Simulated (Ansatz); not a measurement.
Si:

```
Si
1.0
     4.12095    0.00000    0.00000
    -2.06047    3.56885    0.00000
     0.00000    0.00000    2.65479
Si
2
Direct
  0.33333 0.66667 0.50000
  0.66667 0.33333 0.50000
```

The cell was built by a generator and needn't be a form met in nature.

| Property | Result |
| --- | --- |
| Program | Ansatz 0.2.0 |
| Task | relaxation of cell and atoms |
| Functional | HSEsol |
| Potentials or basis | Ansatz PAW |
| Cutoff | 420 eV (not typed: the program's choice for these potentials) |
| k mesh | 4 × 4 × 5 |
| Occupations | fermi-dirac, width 0.05 eV |
| Spin | no spin polarisation |

At the start: volume 19.52 Å³/atom.

Question: How do energy, volume and symmetry change on relaxing?

Answer: It ends after 5 steps and the volume is 18.65 Å³/atom (-4.5 %); space group P6/mmm (No. 191, to 0.05 Å).

Step by step:
| step | energy change (eV) | largest force (eV/Å) | volume (Å³) |
| --- | --- | --- | --- |
| 1 | 0.0000 | 0.0000 | 39.04 |
| 2 | -0.0674 | 0.0000 | 37.24 |
| 3 | -0.0687 | 0.0000 | 37.36 |
| 4 | -0.0688 | 0.0000 | 37.30 |
| 5 | -0.0687 | 0.0000 | 37.30 |

Final structure:
```
Si
1.0
     4.11879    0.00000    0.00000
    -2.05939    3.56698    0.00000
     0.00000    0.00000    2.53909
Si
2
Cartesian
  0.0000 2.3780 1.2695
  2.0594 1.1890 1.2695
```

Caveat: the k mesh is coarse (spacing up to 0.47 Å⁻¹), so the values aren't converged, least of all with exact exchange; the plane-wave basis is chosen anew once the cell has moved, so the energies of steps on either side of that aren't comparable; the PAW data sets come from PBE, with cores solved anew for the run's functional, which leaves a small shift of forces and pressure.
